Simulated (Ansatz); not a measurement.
# Ni: one cell, many SCF starts, part 1 of 2

How much does the result for Ni depend on the starting moments? The same cell is run from several starts. The cell (2 atoms) is Ni in its experimental structure (space group Fm-3m, primitive cell doubled). Source: COD entry 9012998.

Program: Ansatz 0.2.0. Level of theory: DFT PBEsol, PAW, plane waves, scalar-relativistic. These are calculated values, not measurements.

## 1. Starting point

It takes space group Fm-3m (No. 225, cubic). The conventional cell has a = 3.539 Å, b = 3.539 Å, c = 3.539 Å, α = 90.00°, β = 90.00°, γ = 90.00°. Ni (site symmetry m-3m) is surrounded by 12 Ni at 2.50 Å.

Structure file:

```cif
data_structure
_symmetry_space_group_name_H-M 'P 1'
_symmetry_Int_Tables_number 1
_cell_length_a 2.5023
_cell_length_b 4.3341
_cell_length_c 2.5023
_cell_angle_alpha 90.000
_cell_angle_beta 90.000
_cell_angle_gamma 54.736
_cell_volume 22.16
loop_
_atom_site_label
_atom_site_type_symbol
_atom_site_fract_x
_atom_site_fract_y
_atom_site_fract_z
_atom_site_occupancy
Ni1 Ni 0.00000 0.00000 0.00000 1
Ni2 Ni 0.00000 0.50000 0.50000 1
```

Labels such as Ni2 number the atoms in the order of the input file.

The first starts: parallel moments, plain SCF; opposed moments +-, plain SCF; no spin polarisation; spin on, no moments given (the program may seed its own), plain SCF. Further starts follow from what these give.

“Plain SCF” means no search for lower states. 

Moments by site are taken inside atomic spheres; the rest lies between them.

## 2. Parallel moments, plain SCF

The input, input.yaml:

```yaml
crystal:
  lattice:
    - [0.0, -1.7694, -1.7694]
    - [-3.5388, -1.7694, -1.7694]
    - [0.0, 1.7694, -1.7694]
  atoms:
    - { symbol: Ni, position: [0.0, 0.0, 0.0], spin: 2.0 }
    - { symbol: Ni, position: [0.0, 0.5, 0.5], spin: 2.0 }
magnetization:
  spin_polarized: true
hamiltonian:
  xc: pbesol
  pseudopotentials: { kind: paw }
basis:
  ecutwfc: 420
kpoints:
  mp_grid: { grid: [15, 9, 12] }
scf:
  occupations: { method: fermi_dirac, width: 0.1 }
  lower_state_search: "off"
output:
  forces: true
  stress: true
  write_density: true
  write_potential: true
  elf: true
  volumetric_format: npy
```

Run with:

```
ansatz run input.yaml --threads 2 --pin off --max-ram 5120MiB --backend cpu --events-out ev --progress --plain --runs-dir out
```

Log:

```text
Warning: crystal.symmetry: narrowed to the stabiliser of the k-point mesh — unitary ops 32 → 8; excluded 24 operations that carry a point of the 15×9×12 mesh (shift [0, 0, 0]) off the mesh (the run samples exactly the mesh kpoints.mp_grid names, as under crystal.symmetry.detect: false, and its converged state has the mesh's symmetry, not the crystal's; ε∞, the Born charges and the force constants of a linear response (`dielectric:` by the response, `phonons.method: dfpt`) are averaged over those of the crystal's operations that the state keeps within a tolerance, where `mesh_tensors`, `unaveraged_element` or `gamma_mean_max_change_ev_ang2` stands beside them; a row that `dielectric.field_direction` solves alone is averaged likewise, with nothing beside; a Γ-centred mesh of equal divisions is mapped onto itself by every operation and keeps the whole group, as does a half-shifted one under kpoints.further_shifts: images)
Engine: ansatz 0.2.0, aarch64-unknown-linux-gnu
Pseudopotentials: kind: paw
Pseudopotential: Ni, paw, valence charge 18, recommended cutoff 420 eV (normal), Ni.paw.azcp
Functional definition: PBEsol
  exchange = pbesol_x
  correlation = pbesol_c
Crystal: 2 atoms, lattice volume = 22.158 Å³
Basis set: ecut = 420 eV, 403 PW (Γ), exchange–correlation on 36×60×36 points (8 copies of the dense FFT grid, shifted against one another)
Bands: 24, of which v1, the nominal top of the filled ones, is band 18 counted from 1 (17 counted from 0)
Symmetry: 8 space group operations
k-points: 476 of 1620
Non-local potential: Ni, projectors of the file, l = 0: 3, l = 1: 2, l = 2: 3, l = 3: 1
PAW form: soft (Blöchl's): semilocal exchange-correlation on the pseudo side does not see the compensation charge
PAW frozen core: Ni, regenerated for the run's functional, and the local potential with it (the file was generated under x = pbe(κ = 0.804, μ = 0.2195149727645171), c = pbe(β = 0.06672455060314922))
PAW one-centre angular grid: Ni, 590 points (default); XC on 64 Gauss nodes
Initial density: superposition of atomic densities (chi_scale 0.1, normalization cell)
Starting moments: Σ|m| = 4 μB on 2 of 2 sites
Initial wavefunctions: pseudopotential atomic-orbital guess
Functional: x = pbesol(κ = 0.804, μ = 0.12345679012345678), c = pbesol(β = 0.046)
iter 1 solved again at ethr=6.43e-5 eV; its pass at ethr=3.10e-3 eV (dr2=2.32e-2 eV) is discarded
SCF iter   1: F=—  HF=-11609.392689 eV  |F-HF|=—  |Δ(HF+E_count)|=         —  Δρ=1.22e-1 (↑1.22e-1 ↓1.16e-1)  dr2=2.32e-2  dr2_m=2.86e0  M=1.903 μB ∫|m|=2.109 μB  β_m=0.30  ethr=6.43e-5  ⟨swp⟩=1.0  Hψ=112146  notcnv=0
Mixer restart at iter 1: flushing history
preconditioner: auto → none  [metal: Δε(μ)=0.003 eV  Ē_g=11.402 eV  σ=0.100 eV  W_gap=0.01  n_scr=6 (ndim 8)  ℏωp=35.3 eV  f_vac=0.000  D(μ)=2.99/eV (n_scr^D=36)  sad-step TF]
spin-set hold released at iteration 1 (the charge has settled, or the pull on large starting moments outlasts its swing): the magnetisation degrees of freedom join the quasi-Newton model from the next iteration; the mixer history was flushed
SCF iter   2: F=—  HF=-11609.606380 eV  |F-HF|=—  |Δ(HF+E_count)|=   2.14e-1  Δρ=9.96e-2 (↑8.87e-2 ↓9.96e-2)  dr2=1.65e-2  dr2_m=1.79e0  M=1.761 μB ∫|m|=1.978 μB  β_m=0.60  ethr=6.43e-5  ⟨swp⟩=2.3  Hψ=36355  notcnv=0
SCF iter   3: F=—  HF=-11610.449596 eV  |F-HF|=—  |Δ(HF+E_count)|=   8.43e-1  Δρ=7.51e-2 (↑7.51e-2 ↓6.56e-2)  dr2=2.38e0  dr2_m=4.77e-3  M=1.473 μB ∫|m|=1.682 μB  β_m=0.43  ethr=4.58e-5  ⟨swp⟩=3.6  Hψ=63531  notcnv=0  defer=78
SCF iter   4: F=—  HF=-11609.940296 eV  |F-HF|=—  |Δ(HF+E_count)|=   5.09e-1  Δρ=5.22e-3 (↑4.31e-3 ↓5.22e-3)  dr2=3.25e-4  dr2_m=4.34e-3  M=1.286 μB ∫|m|=1.509 μB  β_m=0.72  ethr=4.58e-5  ⟨swp⟩=3.4  Hψ=63163  notcnv=0  defer=432
SCF iter   5: F=—  HF=-11609.943267 eV  |F-HF|=—  |Δ(HF+E_count)|=   2.97e-3  Δρ=2.51e-3 (↑1.85e-3 ↓2.51e-3)  dr2=6.99e-5  dr2_m=9.27e-4  M=1.278 μB ∫|m|=1.473 μB  β_m=0.86  ethr=9.04e-7  ⟨swp⟩=2.0  Hψ=41753  notcnv=0  defer=432
SCF iter   6: F=—  HF=-11609.944366 eV  |F-HF|=—  |Δ(HF+E_count)|=   1.10e-3  Δρ=8.57e-4 (↑7.72e-4 ↓8.57e-4)  dr2=1.87e-4  dr2_m=2.50e-5  M=1.277 μB ∫|m|=1.447 μB  β_m=0.78  ethr=1.94e-7  ⟨swp⟩=2.0  Hψ=39256  notcnv=0  defer=432
SCF iter   7: F=—  HF=-11609.944339 eV  |F-HF|=—  |Δ(HF+E_count)|=   2.65e-5  Δρ=2.86e-4 (↑2.86e-4 ↓1.77e-4)  dr2=2.02e-5  dr2_m=2.41e-6  M=1.275 μB ∫|m|=1.444 μB  β_m=0.83  ethr=1.94e-7  ⟨swp⟩=2.2  Hψ=34149  notcnv=0  defer=432
SCF iter   8: F=—  HF=-11609.944339 eV  |F-HF|=—  |Δ(HF+E_count)|=   1.56e-8  Δρ=4.51e-5 (↑7.55e-6 ↓4.51e-5)  dr2=2.29e-7  dr2_m=1.01e-7  M=1.275 μB ∫|m|=1.442 μB  β_m=0.92  ethr=5.62e-8  ⟨swp⟩=1.5  Hψ=26859  notcnv=0  defer=432
SCF iter   9: F=-11609.944339 eV  HF=-11609.944339 eV  |F-HF|=5.30e-9  |Δ(HF+E_count)|=   4.44e-8  Δρ=1.02e-5 (↑3.45e-6 ↓1.02e-5)  dr2=7.15e-9  dr2_m=3.25e-9  M=1.274 μB ∫|m|=1.441 μB  ethr=2.78e-10  ⟨swp⟩=9.9  Hψ=147249  notcnv=0
SCF 1 converged in 9 iterations: F = -11609.944339 eV  dr2 = 7.15e-9
SCF converged after 9 iterations
Magnetization: 1.2745 μB (18.6372 up, 17.3628 down)
Absolute magnetization: 1.4431 μB (∫|ρ↑−ρ↓|, with the PAW one-centre terms)
Spin contamination: 0.0129 ħ² per cell (⟨S²⟩ above its minimum at these occupations)
Per-site moments (μB) at R_I (Å): [(0.6731539874709221, 1.0322026593709686), (0.6731539874709221, 1.0322026593709686)]
Free energy (F): -11609.944339 eV
Harris-Foulkes:  -11609.944339 eV  (|F-HF|=5.30e-9)
Internal energy: -11609.833989 eV  (E = F + TS)
E sigma→0 (E₀):  -11609.889164 eV
Entropy (-TS):   -0.110350 eV (-55.175 meV/atom)
Fermi energy:    17.578388 eV
--- Per-component energies (eV) ---
  E_band       = -585.427404
  E_kinetic    = 563.723933
  E_local      = -6930.824737  (includes V_loc(G=0)·N_el)
  E_nonlocal   = 1272.950744
  E_hartree    = 2886.333950
  E_xc         = -168.364055
  E_vxc        = -217.868822  (∫ρ·V_xc dr)
  E_paw        = -3189.456271  (= ΣΔE_a)
  E_vpaw       = -1046.078611  (= ΣTr[D̂ρ^β])
  E_aug_tail   = 0.000910  (compensation charges beyond the density's cutoff)
  E_ewald      = -6044.593041
  E_core_change = 0.394578  (= ΣΔE_core)
  E_smearing   = -0.110350  (= −TS)
  E_closure    = -0.000000  (closes the sum)
  Σ components = -11609.944339   (vs F -11609.944339, Δ=0.00e0)
--- Forces (eV/Å), atoms counted from 1 ---
  atom   1  Ni     0.00000000     0.00000000     0.00000000
  atom   2  Ni     0.00000000    -0.00000000    -0.00000000
  max |Σ_I F_I| component: 2.37e-30 eV/Å
--- Stress (GPa, compression-positive) ---
      -12.453076       0.005654       0.005654
        0.005652     -12.348678      -0.068469
        0.005652      -0.068469     -12.348678
  P = ⅓ Tr σ = -12.3835 GPa (-123.835 kbar)
--- Band table (eV; the first three rows and the last of 952) ---
  k-point 0 ↑: bands = ["-85.7420", "-85.7003", "-46.3456", "-46.2286", "-46.2275", "-46.1509", "-46.1500", "-46.1499", "8.5419", "12.9663", "13.4394", "15.1825", "15.1832", "15.1837", "16.3231", "16.3234", "17.0234", "17.1225", "17.1230", "19.8739", "26.5418", "32.0961", "32.0962", "36.8472"]
  k-point 1 ↑: bands = ["-85.7406", "-85.7004", "-46.3416", "-46.2335", "-46.2267", "-46.1586", "-46.1526", "-46.1517", "8.7206", "13.0583", "13.4982", "15.1332", "15.2200", "15.2300", "16.2855", "16.3273", "16.7645", "16.9478", "17.0941", "20.4121", "26.5865", "30.4523", "32.3667", "37.6492"]
  k-point 2 ↑: bands = ["-85.7366", "-85.7005", "-46.3300", "-46.2497", "-46.2212", "-46.1826", "-46.1606", "-46.1540", "9.2461", "13.3086", "13.6643", "14.9971", "15.3274", "15.3408", "16.1015", "16.1845", "16.3643", "16.7466", "17.0096", "21.6136", "26.6433", "27.7340", "33.1513", "38.2516"]
  k-point 475 ↓: bands = ["-84.8631", "-84.8631", "-45.4883", "-45.4883", "-45.4593", "-45.4593", "-45.4132", "-45.4132", "14.2084", "14.2084", "14.8092", "14.8092", "15.5004", "15.5004", "16.9371", "16.9371", "17.9473", "17.9473", "24.0601", "24.0601", "26.2431", "26.2431", "27.6610", "27.6610"]
```

Run time: 19 s. Hardware: 2 threads of Arm Neoverse V2, shared host; peak memory 0.61 GiB.

End: ferromagnetic, site moments Ni1 0.67, Ni2 0.67 μB, total 1.27 μB per cell, no gap on the k-mesh.

Axes a, b and c in the maps are those of this run's conventional cell (a, b, c = 3.539, 3.539, 3.539 Å).

Density in a lattice plane of the grid's cell (edges 3.54 and 3.54 Å, at 0.000 of the third edge), which holds Ni. It is the smooth density of the valence electrons, not physical close to the nuclei.

Ten even steps from '0' (0.17 e/Å³) to '9' (60.56 e/Å³):
```
753100000000000000000135
321000000000000000000012
110000000000000000000001
000000000000000000000000
000000000000000000000000
000000000000000000000000
000000000001110000000000
000000000012321000000000
000000000135753100000000
000000000247974200000000
000000000135753100000000
000000000012321000000000
000000000001110000000000
000000000000000000000000
000000000000000000000000
000000000000000000000000
110000000000000000000001
321000000000000000000012
753100000000000000000135
974200000000000000000247
```
Columns run along the first of these edges and rows up along the second, over one cell in 24 and 20 even steps from the bottom left corner. Atoms in the plane (fractional): Ni at (0.00, 0.00), Ni at (0.50, 0.50).

Spin density (up less down) in a lattice plane of the grid's cell (edges 3.54 and 3.54 Å, at 0.000 of the third edge), which holds Ni.

Values in e/Å³, 12 rows by 12 columns:
```
 1.28  0.65  0.10  0.01 -0.01 -0.01 -0.01 -0.01 -0.01  0.01  0.09  0.66
 0.11  0.09  0.03  0.00 -0.01 -0.01  0.00 -0.01 -0.01  0.00  0.03  0.09
 0.01  0.01  0.00 -0.01  0.00  0.01  0.01  0.01  0.00 -0.01  0.00  0.01
 0.00 -0.01 -0.01  0.00  0.03  0.10  0.11  0.09  0.03  0.00 -0.01 -0.01
-0.01 -0.01 -0.01  0.01  0.10  0.65  1.28  0.66  0.09  0.01 -0.01 -0.01
-0.01 -0.01  0.00  0.01  0.12  1.27  2.84  1.27  0.12  0.01  0.00 -0.01
-0.01 -0.01 -0.01  0.01  0.09  0.66  1.28  0.65  0.10  0.01 -0.01 -0.01
 0.00 -0.01 -0.01  0.00  0.03  0.09  0.11  0.10  0.03  0.00 -0.01 -0.01
 0.01  0.01  0.00 -0.01  0.00  0.01  0.01  0.01  0.00 -0.01  0.00  0.01
 0.11  0.09  0.03  0.00 -0.01 -0.01  0.00 -0.01 -0.01  0.00  0.03  0.09
 1.28  0.66  0.09  0.01 -0.01 -0.01 -0.01 -0.01 -0.01  0.01  0.10  0.65
 2.87  1.28  0.12  0.01  0.00 -0.01 -0.01 -0.01  0.00  0.01  0.12  1.28
```
Columns run along the first of these edges and rows up along the second, over one cell in 12 and 12 even steps from the bottom left corner. Atoms in the plane (fractional): Ni at (0.00, 0.00), Ni at (0.50, 0.50).

## 3. Opposed moments +-, plain SCF

Edit input.yaml of step 2 so:

```diff
@@ -7,3 +7,3 @@
     - { symbol: Ni, position: [0.0, 0.0, 0.0], spin: 2.0 }
-    - { symbol: Ni, position: [0.0, 0.5, 0.5], spin: 2.0 }
+    - { symbol: Ni, position: [0.0, 0.5, 0.5], spin: -2.0 }
 magnetization:
```

Run with:

```
ansatz run input.yaml --threads 2 --pin off --max-ram 5120MiB --backend cpu --events-out ev --progress --plain --runs-dir out
```

Log (excerpt; [...] marks lines left out):

```text
Warning: crystal.symmetry: narrowed to the stabiliser of the k-point mesh — unitary ops 16 → 4; excluded 12 operations that carry a point of the 15×9×12 mesh (shift [0, 0, 0]) off the mesh (the run samples exactly the mesh kpoints.mp_grid names, as under crystal.symmetry.detect: false, [...]
[... 9 lines as in an earlier run ...]
Symmetry: 4 space group operations
[... 6 lines as in an earlier run ...]
Starting moments: Σ|m| = 4 μB on 2 of 2 sites
[... 2 lines as in an earlier run ...]
spin-down is spin-up translated by (0, 0.5, 0.5): one eigenproblem is solved per k-point and the antiferromagnetic symmetry of the starting moments is kept exactly by this SCF (crystal.symmetry.spin_inversion_symmetry: false solves both channels; [...]
SCF iter   1: F=—  HF=-11609.010817 eV  |F-HF|=—  |Δ(HF+E_count)|=         —  Δρ=1.45e-1 (↑1.45e-1 ↓1.45e-1)  dr2=1.23e-2  dr2_m=4.23e0  M=0.000 μB ∫|m|=1.786 μB  β_m=0.30  ethr=3.43e-5  ⟨swp⟩=1.4  Hψ=57489  notcnv=0
[...]
[... 1 line as in an earlier run ...]
[...]
SCF iter  13: F=-11609.876193 eV  HF=-11609.876193 eV  |F-HF|=2.49e-10  |Δ(HF+E_count)|=   1.93e-9  Δρ=9.45e-7 (↑9.45e-7 ↓9.45e-7)  dr2=3.39e-10  dr2_m=1.90e-11  M=0.000 μB ∫|m|=0.000 μB  ethr=2.62e-11  ⟨swp⟩=5.1  Hψ=59731  notcnv=0
WARN: the starting moments were not kept: the SCF closed with an absolute magnetisation of 8.7e-6 μB, where they sum to 4 μB in size (2 sites). That is at most 0.1 of that sum. Measured as dr2_m measures the in/out step, that magnetisation stands 1.0e-10 eV from none, at or under the [...]
SCF converged after 13 iterations
Magnetization: 0.0000 μB (18.0000 up, 18.0000 down)
Absolute magnetization: 0.0000 μB (∫|ρ↑−ρ↓|, with the PAW one-centre terms)
Spin contamination: 0.0000 ħ² per cell (⟨S²⟩ above its minimum at these occupations)
Per-site moments (μB) at R_I (Å): [(3.792679779008404e-6, 1.0322026593709686), (-3.792679779008404e-6, 1.0322026593709686)]
Free energy (F): -11609.876193 eV
[...]
E sigma→0 (E₀):  -11609.787490 eV
Entropy (-TS):   -0.177406 eV (-88.703 meV/atom)
Fermi energy:    17.422012 eV
[...]
--- Forces (eV/Å), atoms counted from 1 ---
  atom   1  Ni     0.00000000    -0.00000000     0.00000000
  atom   2  Ni     0.00000000     0.00000000     0.00000000
[...]
--- Stress (GPa, compression-positive) ---
      -13.287810      -0.004003      -0.004003
       -0.004003     -13.422987       0.041855
       -0.004003       0.041855     -13.422987
  P = ⅓ Tr σ = -13.3779 GPa (-133.779 kbar)
--- Band table (eV; the first three rows and the last of 952) ---
[... band rows left out ...]
[...]
```

Wall time 14 s (2 threads of Arm Neoverse V2, shared host); peak memory 0.57 GiB.

The state reached is non-magnetic, no gap on the k-mesh. Against step 2, the lowest until now, it is 34.1 meV/atom higher.

Axes a, b and c in the maps are those of this run's conventional cell (a, b, c = 3.539, 3.539, 3.539 Å).

Density in a lattice plane of the grid's cell (edges 3.54 and 3.54 Å, at 0.000 of the third edge), which holds Ni.

Ten even steps from ' ' (0.17 e/Å³) to '@' (60.56 e/Å³):
```
##++--..                                  ..--++
--::..                                      ..::
....                                          ..
                                                
                                                
                                                
                      ......                    
                    ..::--::..                  
                  ..--++##++--..                
                  ::==##@@##==::                
                  ..--++##++--..                
                    ..::--::..                  
                      ......                    
                                                
                                                
                                                
....                                          ..
--::..                                      ..::
##++--..                                  ..--++
@@##==::                                  ::==##
```
Columns run along the first of these edges and rows up along the second, over one cell in 24 and 20 even steps from the bottom left corner. Atoms in the plane (fractional): Ni at (0.00, 0.00), Ni at (0.50, 0.50).

ELF in the same plane.

Ten even steps from ' ' (0.17) to '@' (0.73):
```
%%##++--::..      ............        ..::--++##
++++--::..        ..............        ..::--++
--::::..        ....          ....        ..::::
....          ....              ....          ..
            ..                      ..          
        ....          ......          ....      
      ....        ..::::--::::..        ....    
........        ..::--++++++--::..        ......
........      ..::--++##%%##++--::..      ......
......        ..::==**%%@@%%**==::..        ....
........      ..::--++##%%##++--::..      ......
........        ..::--++++++--::..        ......
      ....        ..::::--::::..        ....    
        ....          ......          ....      
            ..                      ..          
....          ....              ....          ..
--::::..        ....          ....        ..::::
++++--::..        ..............        ..::--++
%%##++--::..        ............      ..::--++##
@@%%**==::..        ..........        ..::==**%%
```
Columns run along the first of these edges and rows up along the second, over one cell in 24 and 20 even steps from the bottom left corner. Atoms in the plane (fractional): Ni at (0.00, 0.00), Ni at (0.50, 0.50).

Both are smooth fields of the valence electrons: close to the nuclei they are not physical.

## 4. No spin polarisation

Edit input.yaml of step 3 so:

```diff
@@ -6,6 +6,4 @@
   atoms:
-    - { symbol: Ni, position: [0.0, 0.0, 0.0], spin: 2.0 }
-    - { symbol: Ni, position: [0.0, 0.5, 0.5], spin: -2.0 }
-magnetization:
-  spin_polarized: true
+    - { symbol: Ni, position: [0.0, 0.0, 0.0] }
+    - { symbol: Ni, position: [0.0, 0.5, 0.5] }
 hamiltonian:
```

Run with:

```
ansatz run input.yaml --threads 2 --pin off --max-ram 5120MiB --backend cpu --events-out ev --progress --plain --runs-dir out
```

Log (excerpt; [...] marks lines left out):

```text
[... 9 lines as in an earlier run ...]
Bands: 22, of which v1, the nominal top of the filled ones, is band 18 counted from 1 (17 counted from 0)
[... 6 lines as in an earlier run ...]
[...]
[... 2 lines as in an earlier run ...]
SCF iter   1: F=—  HF=-11609.891845 eV  |F-HF|=—  |Δ(HF+E_count)|=         —  Δρ=2.64e-2  dr2=8.26e-2  ethr=1.77e-3  ⟨swp⟩=4.4  Hψ=37763  notcnv=0
[...]
SCF iter   6: F=-11609.876193 eV  HF=-11609.876193 eV  |F-HF|=6.31e-9  |Δ(HF+E_count)|=   5.71e-9  Δρ=1.25e-5  dr2=6.31e-9  ethr=5.75e-11  ⟨swp⟩=5.6  Hψ=65076  notcnv=0
the search or the solves at the SCF's close seem to have found levels that the self-consistency loop had missed (the run counts 1). By its estimate they hold under 1e-12 electrons; where the run keeps them, the occupations were computed again with them
[...]
SCF converged after 6 iterations
Free energy (F): -11609.876193 eV
[...]
E sigma→0 (E₀):  -11609.787490 eV
Entropy (-TS):   -0.177406 eV (-88.703 meV/atom)
Fermi energy:    17.422029 eV
[... 30 lines left out: energy terms, forces, stress, bands ...]
```

Run time: 6.5 s. Hardware: 2 threads of Arm Neoverse V2, shared host; peak memory 0.46 GiB.

Nothing new: the 6 iterations lead to the state found in step 3 (non-magnetic).

## 5. Spin on, no moments given (the program may seed its own), plain SCF

Edit input.yaml of step 4 so:

```diff
@@ -25 +25,3 @@
   volumetric_format: npy
+magnetization:
+  spin_polarized: true
```

Run with:

```
ansatz run input.yaml --threads 2 --pin off --max-ram 5120MiB --backend cpu --events-out ev --progress --plain --runs-dir out
```

Log (excerpt; [...] marks lines left out):

```text
[... 1 line as in an earlier run ...]
band count auto-derived: 24 (N_el = 36.0; filled up to band 18; 22 by the electrons, moments and atoms)
[... 18 lines as in an earlier run ...]
[...]
SCF iter   1: F=—  HF=-11608.446978 eV  |F-HF|=—  |Δ(HF+E_count)|=         —  Δρ=1.92e-1 (↑1.70e-1 ↓1.92e-1)  dr2=9.42e-2  dr2_m=6.63e0  M=2.598 μB ∫|m|=2.598 μB  ethr=7.18e-5  ⟨swp⟩=1.3  Hψ=56701  notcnv=0
[...]
SCF iter  10: F=-11609.944339 eV  HF=-11609.944339 eV  |F-HF|=6.64e-10  |Δ(HF+E_count)|=   1.95e-7  Δρ=3.79e-6 (↑7.97e-7 ↓3.79e-6)  dr2=1.45e-9  dr2_m=8.44e-10  M=1.274 μB ∫|m|=1.442 μB  ethr=2.78e-10  ⟨swp⟩=9.4  Hψ=142328  notcnv=0
[...]
SCF converged after 10 iterations
Magnetization: 1.2745 μB (18.6372 up, 17.3628 down)
Absolute magnetization: 1.4431 μB (∫|ρ↑−ρ↓|, with the PAW one-centre terms)
Spin contamination: 0.0129 ħ² per cell (⟨S²⟩ above its minimum at these occupations)
Per-site moments (μB) at R_I (Å): [(0.673155813627961, 1.0322026593709686), (0.6731558136279606, 1.0322026593709686)]
Free energy (F): -11609.944339 eV
[...]
E sigma→0 (E₀):  -11609.889164 eV
Entropy (-TS):   -0.110351 eV (-55.175 meV/atom)
Fermi energy:    17.578375 eV
[... 30 lines left out: energy terms, forces, stress, bands ...]
```

Run time: 19 s. Hardware: 2 threads of Arm Neoverse V2, shared host; peak memory 0.62 GiB.

Nothing new: the 10 iterations lead to the state found in step 2 (ferromagnetic).

(Continued in part 2 of 2.)
